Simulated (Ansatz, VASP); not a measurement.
# One calculation of Cu, two programs

```xyz
1
Lattice="0.0000 1.7899 1.7899 1.7899 0.0000 1.7899 1.7899 1.7899 0.0000" Properties=species:S:1:pos:R:3 pbc="T T T"
Cu    0.0000    0.0000    0.0000
```

Alike in both runs: functional r2SCAN; k mesh 16 × 16 × 16; occupations fermi-dirac, width 0.15 eV; no spin polarisation.

Ansatz relaxed the structure, and its values are those at the end. VASP's run is a single point on that final structure, the one shown.

```csv
,VASP,Ansatz
version,VASP 6.6.1,Ansatz 0.2.0
potentials or method,"VASP PAW PBE potentials, release 64 (Cu)","scalar-relativistic, plane waves, PAW"
plane-wave cutoff (eV),520,500
valence electrons in the cell,11,19
```

|  | VASP | Ansatz | Ansatz less VASP |
| --- | --- | --- | --- |
| gap on the k mesh at the Fermi level (eV) | none | none | - |
| pressure (GPa) | 0.2 | 0.0 | -0.17 |

A gap of «none» marks a metal or a gap that the smearing closes. The two sets of potentials don't hold the same shells in valence.

Caveats: the PAW data sets were made with another functional, which shifts forces and pressure a little (VASP).
